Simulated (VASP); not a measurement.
# Lu (P6_3/mmc) in VASP: settings compared, part 2 of 2

VASP 6.6.1. The steps go on from the part before.

## (5) Relaxation of cell and atoms, PBEsol

Contents of INCAR:

```
SYSTEM = Lu
PREC = Accurate
ENCUT = 480
EDIFF = 1E-7
ISMEAR = 0
SIGMA = 0.1
LREAL = .FALSE.
LASPH = .TRUE.
NELM = 80
ALGO = Normal
ISIF = 3
LWAVE = .FALSE.
LCHARG = .FALSE.
GGA = PS
IBRION = 2
NSW = 90
EDIFFG = -0.005
```

Contents of KPOINTS:

```
regular mesh
0
G
  15 15 8
  0 0 0
```

Contents of POSCAR:

```
Lu
1.0
    3.5180521700      0.0000000000      0.0000000000
   -1.7590260900      3.0467225500      0.0000000000
    0.0000000000      0.0000000000      5.4460843400
Lu
2
Direct
    0.3333333300      0.6666666700      0.2500000000
    0.6666666700      0.3333333300      0.7500000000
```

Potentials or basis: VASP PAW PBE potentials, release 64 (Lu).

Launch:

```sh
cat potpaw_PBE.64/Lu/POTCAR > POTCAR
mpirun -np 1 vasp_std > vasp.out
```

OUTCAR:

```text
SYSTEM = Lu
   PREC = Accurate
   ENCUT = 480
   EDIFF = 1E-7
   ISMEAR = 0
   LREAL = .FALSE.
   LASPH = .TRUE.
   NELM = 80
   ISIF = 3
   GGA = PS
   IBRION = 2
   NSW = 90
   EDIFFG = -0.005

 ion  position               nearest neighbor table
   1  0.333  0.667  0.250-   2 3.40   2 3.40   2 3.40   2 3.40   2 3.40   2 3.40
   2  0.667  0.333  0.750-   1 3.40   1 3.40   1 3.40   1 3.40   1 3.40   1 3.40

  LATTYP: Found a hexagonal cell.
 ALAT       =     3.5180521700
 C/A-ratio  =     1.5480396756

  Lattice vectors:

 A1 = (   3.5180521700,   0.0000000000,   0.0000000000)
 A2 = (  -1.7590260900,   3.0467225500,   0.0000000000)
 A3 = (   0.0000000000,   0.0000000000,   5.4460843400)

Analysis of symmetry for initial positions (statically):
=====================================================================
 Subroutine PRICEL returns:
 Original cell was already a primitive cell.

 Routine SETGRP: Setting up the symmetry group for a
 hexagonal supercell.

 Subroutine GETGRP returns: Found 24 space group operations
 (whereof 12 operations were pure point group operations)
 out of a pool of 24 trial point group operations.

The static configuration has the point symmetry D_3d.
 The point group associated with its full space group is D_6h.

Analysis of symmetry for dynamics (positions and initial velocities):
=====================================================================
 Subroutine PRICEL returns:
 Original cell was already a primitive cell.

 Routine SETGRP: Setting up the symmetry group for a
 hexagonal supercell.

 Subroutine GETGRP returns: Found 24 space group operations
 (whereof 12 operations were pure point group operations)
 out of a pool of 24 trial point group operations.

The dynamic configuration has the point symmetry D_3d.
 The point group associated with its full space group is D_6h.

 Subroutine INISYM returns: Found 24 space group operations
 (whereof 12 operations are pure point group operations),
 and found     1 'primitive' translations

[... 127 lines left out ...]
 Gauss-broadening in eV      SIGMA  =   0.10
  energy-cutoff  :      480.00
  volume of cell :       58.37
 maximum number of plane-waves:      1412
 NGX is ok and might be reduce to    28
   NGX = 13   NGY = 13   NGZ = 19

--------------------------------------- Ionic step        1  -------------------------------------------

 number of electron      50.0000000 magnetization

 Free energy of the ion-electron system (eV)
  ---------------------------------------------------
  ext. energy  EPLUGINS =         0.00000000
  ---------------------------------------------------
  free energy    TOTEN  =        -9.88111399 eV

  energy without entropy =       -9.86380576  energy(sigma->0) =       -9.87245988

------------------------ aborting loop because EDIFF is reached ----------------------------------------

  FORCE on cell =-STRESS in cart. coord.  units (eV):
  Direction    XX          YY          ZZ          XY          YZ          ZX
  --------------------------------------------------------------------------------------
  -------------------------------------------------------------------------------------
  Total       -1.0109717     -1.0109717     -0.9005545      0.0000000      0.0000000      0.0000000
  in kB      -27.7478934    -27.7478934    -24.7173011      0.0000000      0.0000000      0.0000000
  external PRESSURE =     -26.7376960 kB  Pullay stress =       0.0000000 kB
[... 131 lines left out ...]
--------------------------------------- Ionic step        5  -------------------------------------------

 number of electron      50.0000020 magnetization

 Free energy of the ion-electron system (eV)
  ---------------------------------------------------
  ext. energy  EPLUGINS =         0.00000000
  ---------------------------------------------------
  free energy    TOTEN  =        -9.90967667 eV

  energy without entropy =       -9.89397355  energy(sigma->0) =       -9.90182511

 E-fermi :   2.2813     XC(G=0): -11.0456

 val. band max:        2.2709575920   @ k =   0.2000   0.2000   0.2500
 cond. band min:       2.2914221854   @ k =   0.3333   0.0667   0.1250
 fundamental gap:      0.0204645934
 Fermi energy:         2.2813484295

 k-point     1 :       0.0000    0.0000    0.0000
  band No.  band energies     occupation
      1     -53.7645      2.00000
      2     -53.7169      2.00000
      3     -24.7809      2.00000
      4     -24.2610      2.00000
      5     -24.2610      2.00000
      6     -24.1563      2.00000
[... 781 lines left out ...]
     29       4.9715      0.00000
     30       7.9128      0.00000

 [... further k-points ...]

------------------------ aborting loop because EDIFF is reached ----------------------------------------

  FORCE on cell =-STRESS in cart. coord.  units (eV):
  Direction    XX          YY          ZZ          XY          YZ          ZX
  --------------------------------------------------------------------------------------
  -------------------------------------------------------------------------------------
  Total       -0.0096478     -0.0096478      0.0013975      0.0000000     -0.0000000     -0.0000000
  in kB       -0.2804984     -0.2804984      0.0406300      0.0000000     -0.0000000     -0.0000000
  external PRESSURE =      -0.1734556 kB  Pullay stress =       0.0000000 kB
[... 17 lines left out ...]
  FREE ENERGIE OF THE ION-ELECTRON SYSTEM (eV)
  ---------------------------------------------------
  free  energy   TOTEN  =        -9.9096766694 eV

  energy  without entropy=       -9.8939735461  energy(sigma->0) =       -9.90182511

 reached required accuracy - stopping structural energy minimisation
```

CONTCAR:

```text
Lu
   1.00000000000000
     3.4477903211938568    0.0000000001154319    0.0000000000000000
    -1.7238951653971029    2.9858740040227971   -0.0000000000000000
    -0.0000000000000000   -0.0000000000000000    5.3530053317910884
  Lu
     2
Direct
     0.3333333300000021    0.6666666699999979    0.2500000000000000
     0.6666666699999979    0.3333333300000021    0.7500000000000000

  0.00000000E+00  0.00000000E+00  0.00000000E+00
  0.00000000E+00  0.00000000E+00  0.00000000E+00
```

Wall time 7.1 min (1 thread of Intel Xeon 6975P-C (Granite Rapids), shared host); peak memory 0.31 GiB.

Results:

```yaml
Free_energy: -9.9097 eV
Relaxed_volume: 27.55 Å³/atom
Relaxed_cell: a = 3.448 Å, b = 3.448 Å, c = 5.353 Å, α = 90.00°, β = 90.00°, γ = 120.00°
Space_group_after_relaxing_to_0.05_Å: P6_3/mmc (No. 194)
Energy_gained_by_relaxing: 14.3 meV/atom
Ionic_steps: 5
Pressure_after_relaxing: 0.0 GPa
Band_gap_on_the_k_mesh: none (metal or under the smearing width)
```

The path:
```tsv
step	energy change (eV)	largest force (eV/Å)	pressure (GPa)	volume (Å³)
1	0.0000	0.0000	-2.67	58.37
2	-0.0270	0.0000	0.67	54.35
3	-0.0286	0.0000	-0.01	55.08
4	-0.0285	0.0000	0.07	55.01
5	-0.0286	0.0000	-0.02	55.11
```

Final structure:
```yaml
crystal:
  lattice:
    - [3.44779, 0.00000, 0.00000]
    - [-1.72390, 2.98587, 0.00000]
    - [0.00000, 0.00000, 5.35301]
  atoms:
    - { symbol: Lu, position: [0.33333, 0.66667, 0.25000] }
    - { symbol: Lu, position: [0.66667, 0.33333, 0.75000] }
```

Caveat: the PAW data sets were made with another functional, which shifts forces and pressure a little. The run has no spin-orbit coupling, so splittings on Lu are missing.

## (6) Relaxation of cell and atoms, RPBE

INCAR, as its differences from that of step 5:

```diff
@@ -2,3 +2,3 @@
 PREC = Accurate
-ENCUT = 480
+ENCUT = 600
 EDIFF = 1E-7
@@ -13,3 +13,3 @@
 LCHARG = .FALSE.
-GGA = PS
+GGA = RP
 IBRION = 2
```

KPOINTS is that of step 5.

POSCAR is that of step 5.

Potentials or basis: VASP PAW PBE potentials, release 64 (Lu).

Launch:

```sh
cat potpaw_PBE.64/Lu/POTCAR > POTCAR
mpirun -np 1 vasp_std > vasp.out
```

It took 13 min on 1 thread of Intel Xeon 6975P-C (Granite Rapids), shared host; peak memory 0.38 GiB.

Results (log left out):

| Quantity | Value |
| --- | --- |
| Free energy | -8.3862 eV |
| Relaxed volume | 30.50 Å³/atom |
| Relaxed cell | a = 3.559 Å, b = 3.559 Å, c = 5.561 Å, α = 90.00°, β = 90.00°, γ = 120.00° |
| Space group after relaxing (to 0.05 Å) | P6_3/mmc (No. 194) |
| Energy gained by relaxing | 8.7 meV/atom |
| Ionic steps | 9 |
| Pressure after relaxing | 0.0 GPa |
| Band gap on the k mesh | none (metal or under the smearing width) |

Step by step:
| step | energy change (eV) | largest force (eV/Å) | pressure (GPa) | volume (Å³) |
| --- | --- | --- | --- | --- |
| 1 | 0.0000 | 0.0000 | 2.01 | 58.37 |
| 2 | -0.0168 | 0.0000 | -0.34 | 61.53 |
| 3 | -0.0172 | 0.0000 | -0.04 | 61.08 |
| 4 | -0.0172 | 0.0000 | 0.02 | 61.03 |
| 5 | -0.0173 | 0.0000 | -0.21 | 61.01 |
| 6 | -0.0173 | 0.0000 | -0.14 | 60.99 |
| 7 | -0.0174 | 0.0000 | 0.06 | 61.00 |
| 8 | -0.0174 | 0.0000 | 0.05 | 61.01 |
| 9 | -0.0174 | 0.0000 | 0.00 | 61.00 |

Final structure:
```yaml
crystal:
  lattice:
    - [3.55923, 0.00000, 0.00000]
    - [-1.77962, 3.08238, 0.00000]
    - [0.00000, 0.00000, 5.56057]
  atoms:
    - { symbol: Lu, position: [0.33333, 0.66667, 0.25000] }
    - { symbol: Lu, position: [0.66667, 0.33333, 0.75000] }
```

Levels at points of the mesh, in eV from the Fermi level:
| k point | band 21 | band 22 | band 23 | band 24 | band 25 | band 26 | band 27 | band 28 | band 29 | band 30 |
| --- | --- | --- | --- | --- | --- | --- | --- | --- | --- | --- |
| (0.00, 0.00, 0.00) | -4.96 | -4.95 | -4.94 | -2.29 | 0.50 | 2.19 | 2.19 | 2.60 | 2.89 | 2.89 |
| (0.00, 0.00, 0.50) | -4.95 | -4.95 | -4.30 | -4.30 | 1.22 | 1.22 | 2.10 | 2.10 | 2.10 | 2.10 |

Caveat: the PAW data sets were made with another functional, which shifts forces and pressure a little.

## (7) Summary

```csv
task,level,cell,k mesh,cutoff (eV),gap on the mesh (eV),pressure (GPa),relaxed volume (Å³/atom)
relaxation of cell and atoms,PBEsol,relaxed,6 × 6 × 4,600,none,0.0,27.63
single point,PBEsol,as given,15 × 15 × 8,520,none,-2.6,-
relaxation of cell and atoms,PBEsol,relaxed,15 × 15 × 8,580,none,0.0,27.60
relaxation of cell and atoms,PBEsol,relaxed,15 × 15 × 8,480,none,0.0,27.55
relaxation of cell and atoms,RPBE,relaxed,15 × 15 × 8,600,none,0.0,30.50
```

Alike in all rows: potentials or basis VASP PAW PBE potentials, release 64 (Lu); no spin polarisation; smearing gaussian 0.1 eV.

Caveats: the PAW data sets were made with another functional, which shifts forces and pressure a little.

Absolute energies hang on the potentials; compare differences alone.
